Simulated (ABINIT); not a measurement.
An input for ABINIT 10.8.3 (NaCl (Fm-3m)):

```
acell 3*1.0 Angstrom
rprim 
  0.000000000000 2.810000000000 2.810000000000
  2.810000000000 0.000000000000 2.810000000000
  2.810000000000 2.810000000000 0.000000000000
ntypat 2
znucl 11 17
natom 2
typat 1 2
xred 
  0.000000000000 0.000000000000 0.000000000000
  0.500000000000 0.500000000000 0.500000000000
pp_dirpath "pseudos"
pseudos "Na.upf, Cl.upf"
ecut 38
ngkpt 4 4 4
nshiftk 1
shiftk 0 0 0
kptopt 1
chksymbreak 0
istwfk *1
occopt 1
irdwfk 1
optdriver 4
nband 80
gwcalctyp 27
ecutsigx 38
symsigma 0
nkptgw 8
kptgw 
  0.0000000000 0.0000000000 0.0000000000
  0.2500000000 0.0000000000 0.0000000000
  0.5000000000 0.0000000000 0.0000000000
  0.2500000000 0.2500000000 0.0000000000
  0.5000000000 0.2500000000 0.0000000000
  -0.2500000000 0.2500000000 0.0000000000
  0.5000000000 0.5000000000 0.0000000000
  -0.2500000000 0.5000000000 0.2500000000
bdgw 
  1 30
  1 30
  1 30
  1 30
  1 30
  1 30
  1 30
  1 30
ecuteps 5
irdscr 1
irdqps 1
rhoqpmix 0.3
indata_prefix "in"
outdata_prefix "out"
tmpdata_prefix "tmp"
```

The database entry behind the starting cell differs from later determinations by our own check (an axis about 0.4 % short against later determinations), so it need not match the best structure at ambient conditions.

```sh
OMP_NUM_THREADS=1 mpirun -n 8 abinit run.abi > log
```

**Question.** Estimate wall time and host memory on 8 MPI ranks of Arm Neoverse V2, shared host.

It took 49 s; on shared hardware allow 24 s to 97 s. Peak host memory was 4.1 GiB.

[Paths, hosts, dates, memory and timing lines, banners, echoed tables and standing remarks are left out of the program output.]

[Logs are printed without paths, hosts, clocks, repeated set-up lines and the standing remarks that a program may print on its own settings, such as how far it seeks lower states.]

[Runs of the session that timed out or met a known fault of the program may be left out.]

[No measured gap is set beside runs whose start may be inverted or whose files or cutoffs have a known fault.]

[Hosts, paths, dates, database ids (printed as entryN), source tags and the programs' standing remarks are cut or masked in the printed files.]

[G0W0 gaps are taken among the corrected bands and points alone; a level outside them can change the order at an edge.]

[Where Ansatz stands beside ABINIT at settings called matched, ABINIT's density can come from a denser mesh and the files from another edition; pairs whose starting gaps differed by over 0.03 eV were left out, so agreement reads better than it is.]
